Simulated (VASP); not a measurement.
Input of a VASP 6.6.1 run:

Contents of INCAR:

```
PREC = Accurate
ENCUT = 600
EDIFF = 1E-6
ISMEAR = 0
SIGMA = 0.05
LREAL = F
LASPH = T
NELM = 60
ALGO = Fast
ISIF = 3
LWAVE = F
LCHARG = F
GGA = PE
IBRION = 2
NSW = 60
EDIFFG = -0.01
```

File KPOINTS:

```
regular mesh
0
Gamma
  7 7 7
```

POSCAR

```
CdF3
1.0
    0.0000000000      3.3959799100      3.3959799100
    3.3959799100      0.0000000000      3.3959799100
    3.3959799100      3.3959799100      0.0000000000
Cd F
1 3
Direct
    0.0000000000      0.0000000000      0.0000000000
    0.2500000000      0.2500000000      0.2500000000
    0.7500000000      0.7500000000      0.7500000000
    0.5000000000      0.5000000000      0.5000000000
```

Potentials or basis: VASP PAW PBE potentials, release 64 (Cd, F).

The run is started by

```console
$ cat potpaw_PBE.64/Cd/POTCAR potpaw_PBE.64/F/POTCAR > POTCAR
$ mpirun -np 1 vasp_std > vasp.out
```

Task: Predict the relaxed cell.

Result: a = 4.019 Å, b = 4.019 Å, c = 4.019 Å, α = 60.00°, β = 60.00°, γ = 60.00°.

Task: What does it give for the space group after relaxing (to 0.05 Å)?

Result: Fm-3m (No. 225).

Task: Estimate the relaxed volume.

Result: 11.47 Å³/atom.

Task: Predict the band gap on the k mesh.

Result: None (metal or under the smearing width).

The path:
```csv
step,energy change (eV),largest force (eV/Å),pressure (GPa),volume (Å³)
1,0.0000,0.0000,-12.94,78.33
2,-1.3877,0.0000,-13.01,61.73
3,4.7161,0.0000,197.18,26.27
4,-1.8394,0.0000,-10.95,55.77
5,-2.0671,0.0000,13.24,40.96
6,-2.2325,0.0000,-2.97,47.55
7,-2.2483,0.0000,-0.55,46.13
8,-2.2483,0.0000,0.49,45.60
9,-2.2487,0.0000,-0.07,45.89
```

Caveat: the volume moved by over 15 % at a fixed basis, so the end points are rough; an odd number of electrons without spin polarisation forces a metal; a magnetic or distorted state may lie lower.
